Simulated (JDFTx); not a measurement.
Wanted: the native input for a JDFTx 1.7.0 (patched build) run.

```
Task                                    : single point
Functional                              : PBEsol
Potentials or basis                     : PseudoDojo-SR-PBEsol-0.4.1-standard with smoothed tails
Cutoff                                  : 762 eV
Density cutoff                          : 6095 eV
k mesh                                  : 8 × 8 × 8
Occupations                             : fermi-dirac, width 0.05 eV
Spin                                    : no spin polarisation
Local potential set to -Z/r beyond      : 6 bohr
Bands                                   : 16
Density cutoff over wavefunction cutoff : 8
Max SCF steps                           : 100
SCF threshold on the energy             : 1e-09 Ha
Solver of the electrons                 : scf
Further solve for the empty bands       : yes
```

Crystal: PbS (Galena).

```xyz
2
Lattice="0.0000 2.9657 2.9657 2.9657 0.0000 2.9657 2.9657 2.9657 0.0000" Properties=species:S:1:pos:R:3 pbc="T T T"
Pb    0.0000    0.0000    0.0000
S     2.9657    2.9657    2.9657
```

The input as run:

PbS.in

```
lattice \
    0.0000000000     5.6044552541     5.6044552541 \
    5.6044552541     0.0000000000     5.6044552541 \
    5.6044552541     5.6044552541     0.0000000000
coords-type Lattice
ion Pb     0.0000000000     0.0000000000     0.0000000000 1
ion S      0.5000000000     0.5000000000     0.5000000000 1

ion-species pseudo/Pb.upf
ion-species pseudo/S.upf
elec-cutoff 28 224
elec-ex-corr gga-PBEsol
kpoint-folding 8 8 8
elec-smearing Fermi 0.0018374661
elec-n-bands 16
electronic-SCF nIterations 100 energyDiffThreshold 1e-09
electronic-minimize nIterations 30 energyDiffThreshold 1e-7
converge-empty-states yes
forces-output-coords Cartesian

dump-name run.$VAR
dump End Ecomponents EigStats BandEigs Kpoints Forces Stress
```

Potentials or basis: PseudoDojo-SR-PBEsol-0.4.1-standard with smoothed tails.

Command:

```sh
$ jdftx -c 1 -i PbS.in -o PbS.out
```

Results of the run:

* Pressure: -0.8 GPa
* Band gap on the k mesh: 0.26 eV, direct
* Loewdin charges: Pb +0.45; S -0.41 e

Caveat: the empty levels aren't tightly converged; spin-orbit coupling is left out, which as a rule narrows the gap of such compounds by several tenths of an eV.

Run time: 30 s on 1 thread of AMD EPYC 9R45 96-Core Processor (Zen 5), with other jobs on the host, peak memory 0.12 GiB.
